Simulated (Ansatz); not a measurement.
## Bands of HfN

```
Hf N
1.0
     0.00000    2.25900    2.25900
     2.25900    0.00000    2.25900
     2.25900    2.25900    0.00000
Hf N
1 1
Direct
  0.00000 0.00000 0.00000
  0.50000 0.50000 0.50000
```

Atoms are numbered in the order listed.

The geometry is COD entry 1539063, unchecked; take it as a test cell.

Spin polarisation is left out, and whether a magnetic state lies lower isn't shown here.

No spin–orbit coupling, which matters for the heavy atoms here.

Level of theory: Ansatz 0.2.0, DFT, PBEsol, all-electron LAPW, scalar-relativistic.

Numerical set-up: a Γ-centred 10×10×10 k mesh, Fermi–Dirac smearing of 0.01 eV, basis error target 0.5 meV/atom, no spin polarisation.

Points in fractions of the reciprocal vectors of this cell: Γ (0, 0, 0), X (0.5, 0, 0.5), U (0.625, 0.25, 0.625), K (0.375, 0.375, 0.75), L (0.5, 0.5, 0.5), W (0.5, 0.25, 0.75). The path joins them by straight lines in the order Γ–X–U–K–Γ–L–W–X; legs that retrace an earlier one aren't tabulated. Energies are in eV from the Fermi level.

Task: Is there a gap?

Result: none: with an odd electron count and no spin polarisation the bands can't all be full, a metal in this set-up (spin order or a larger cell could open a gap).

Task: List the levels between -20 and 1.5 eV at the symmetry points.

Result: 
Γ: -17.49, -12.65 (×3), -12.62, -12.52 (×3), -2.94 (×3), -0.43 (×3)
X: -16.40, -12.60 (×2), -12.59, -12.56, -12.56 (×2), -12.54, -5.46, -3.90, -3.65 (×2)
U: -15.86, -12.61, -12.58, -12.57, -12.57, -12.55, -12.54, -12.51, -6.38, -5.57, -4.97, -0.88
K: -15.86, -12.61, -12.58, -12.57, -12.57, -12.55, -12.54, -12.51, -6.38, -5.57, -4.97, -0.88
L: -14.93, -12.59 (×2), -12.56, -12.54 (×2), -12.51, -12.37, -8.96, -6.25 (×2)
W: -15.81, -12.60, -12.59 (×2), -12.56 (×2), -12.54, -12.50, -6.17, -5.52 (×2), 1.10 (×2)
